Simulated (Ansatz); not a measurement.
BiTe under pressure

Level of theory: DFT r2SCAN, scalar-relativistic, plane waves, PAW in Ansatz 0.2.0. Settings: 500 eV cutoff, 12×12×12 k-mesh, Gaussian smearing of 0.10 eV, no spin polarisation.

Starting point, cell and atoms relaxed:

```
CELL_PARAMETERS angstrom
0.00000 3.23327 3.23327
3.23327 0.00000 3.23327
3.23327 3.23327 0.00000
ATOMIC_POSITIONS crystal
Bi 0.00000 0.00000 0.00000
Te 0.50000 0.50000 0.50000
```

Cell and atoms are relaxed at each pressure within the symmetry of the start, at zero temperature, so transitions that lower the symmetry aren't seen. The k-mesh given is that at zero pressure and may differ at others. a, b and c are the lengths of the cell vectors above.

A cell with an odd number of electrons and no spin polarisation is a metal by construction and may be lower with spin. Spin–orbit coupling is left out, which can shift energies with elements as heavy as these.

```
P (GPa) V (Å³/atom) V/V0  a (Å) b (Å) c (Å)
     -1        34.52  1.021  4.605  4.605  4.605
      0        33.80  1.000  4.573  4.573  4.573
      1        33.19  0.982  4.545  4.545  4.545
      4        31.63  0.936  4.472  4.472  4.472
     12        28.79  0.852  4.335  4.335  4.335
     25        25.92  0.767  4.185  4.185  4.185
     50        22.75  0.673  4.007  4.007  4.007
     90        19.92  0.589  3.833  3.833  3.833
```

Question: What bulk modulus and pressure derivative fit these points?

Answer: A third-order Birch–Murnaghan fit gives B0 = 52 GPa and B0' = 4.4.